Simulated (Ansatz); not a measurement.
## Straining SiC

These are results of Ansatz, DFT r2SCAN, scalar-relativistic, plane waves, PAW, not measurements. (500 eV cutoff, 12×12×6 k-mesh, Gaussian smearing of 0.02 eV, no spin polarisation)

The relaxed crystal:

```
CELL_PARAMETERS angstrom
3.07530 0.00000 0.00000
-1.53765 2.66329 0.00000
0.00000 0.00000 5.04834
ATOMIC_POSITIONS crystal
Si 0.33333 0.66667 0.49960
Si 0.66667 0.33333 0.99960
C 0.33333 0.66667 0.87540
C 0.66667 0.33333 0.37540
```

Deformation: c alone is stretched, the rest of the cell is held and the atoms relax, all within the symmetry that the strain leaves. Energies are extrapolated to zero smearing. Stress is positive in compression, on the Cartesian axes of the cell above. Gaps are generalised Kohn–Sham gaps over the whole zone.

```tsv
strain (%)	ΔE (meV/atom)	a (Å)	b (Å)	c (Å)	σxx (GPa)	σyy (GPa)	σzz (GPa)	gap (eV)
-6.0	71.6	3.075	3.075	4.745	4.48	4.48	37.98	2.43
-4.0	31.2	3.075	3.075	4.846	2.60	2.60	24.73	2.62
-2.0	7.6	3.075	3.075	4.947	1.13	1.13	11.96	2.69
+0.0	0.0	3.075	3.075	5.048	0.01	0.01	-0.01	2.65
+2.0	7.2	3.075	3.075	5.149	-0.84	-0.84	-10.98	2.55
+4.0	27.8	3.075	3.075	5.250	-1.45	-1.45	-20.81	2.47
+6.0	60.3	3.075	3.075	5.351	-1.86	-1.86	-29.34	2.43
```

Cost: 7 runs of about 3 core-minutes in all, on Intel Xeon Platinum 8375C (Ice Lake) (shared hosts).